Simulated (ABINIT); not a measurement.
Crystal: ZrC.

```
Zr C
1.0
     3.39148    0.00000    0.00000
    -1.69574    2.93710    0.00000
     0.00000    0.00000    5.29005
Zr C
2 2
Direct
  0.66667 0.33333 0.75000
  0.33333 0.66667 0.25000
  0.00000 0.00000 0.50000
  0.00000 0.00000 0.00000
```

The cell comes from a database or a generator and needn't be the stable form of this composition.

| Item | Value |
| --- | --- |
| Program | ABINIT 10.8.3 (patched build) |
| Task | single point |
| Functional | PBE |
| Potentials or basis | JTH PAW PBE v2.0 |
| Cutoff | 517 eV |
| k mesh | 9 × 9 × 5 |
| Occupations | fermi-dirac, width 0.05 eV |
| Spin | no spin polarisation |

On this cell: pressure -2.4 GPa; largest force under 0.003 eV/Å; band gap on the k mesh none (metal or under the smearing width).

The same run follows on a disturbed copy (atoms moved at random, drawn with an rms of 0.05 Å):

```
CELL_PARAMETERS angstrom
3.39148 0.00000 0.00000
-1.69574 2.93710 0.00000
0.00000 0.00000 5.29005
ATOMIC_POSITIONS crystal
Zr 0.65650 0.33618 0.74578
Zr 0.35343 0.68148 0.25339
C 0.98932 0.99143 0.50103
C 0.00190 0.99084 0.99757
```

Task: What does the disturbed cell give?

Result: The energy (extrapolated to zero smearing) moves by +20.0 meV/atom; pressure -1.8 GPa; largest force 1.273 eV/Å; band gap on the k mesh none (metal or under the smearing width).

Forces on the atoms (eV/Å):
```
Zr   0.505 -0.489  0.596
Zr  -0.619 -0.925 -0.619
C    0.231  0.741 -0.079
C   -0.118  0.674  0.102
```

Stress tensor (GPa, compression positive):
```
-2.83 -0.08  0.48
-0.08 -2.65  0.14
 0.48  0.14  0.11
```
